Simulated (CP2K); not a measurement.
# Pt under changes of volume

One of the cells (15.080 Å³/atom); the others are scaled copies at fixed shape and fractional positions:

```xyz
1
Lattice="2.7731 0.0000 0.0000 1.3866 2.4016 0.0000 1.3866 0.8005 2.2643" Properties=species:S:1:pos:R:3 pbc="T T T"
Pt    0.0000    0.0000    0.0000
```

```yaml
Program: CP2K 2026.2
Functional: LDA
Potentials_or_basis: GTH_POTENTIALS Pt GTH-PADE-q18; TZVP-MOLOPT-PBE-GTH basis
Density_cutoff: 6123 eV
k_mesh: 12 × 12 × 12
Occupations: fermi-dirac, width 0.1 eV
Spin: no spin polarisation
```

```csv
volume (Å³/atom),energy over the lowest point (meV/atom),pressure (GPa)
14.175,0.00,0.1
14.477,8.88,-8.6
14.778,33.14,-16.2
15.080,70.87,-22.9
15.381,?,?
15.683,180.32,-34.0
15.985,249.29,-38.5
```

Task: What does the run at 15.381 Å³/atom give?

Result: Energy over the lowest point 120.42 meV/atom; pressure -28.8 GPa.

Worked out: A Birch-Murnaghan fit of order 3 (a polynomial in V^(-2/3)) to the other rows has its minimum at 14.17 Å³/atom, just outside them, with B0 = V·E''(V) = 439 GPa and B' = 5.2. It gives 120.35 meV/atom at 15.381 Å³/atom, against the run's 120.42, and -dE/dV = -29.2 GPa, against -28.8.

Energies are extrapolated to zero smearing.

Caveats: the basis of atomic orbitals isn't converged, which shifts pressures, moduli and gaps.
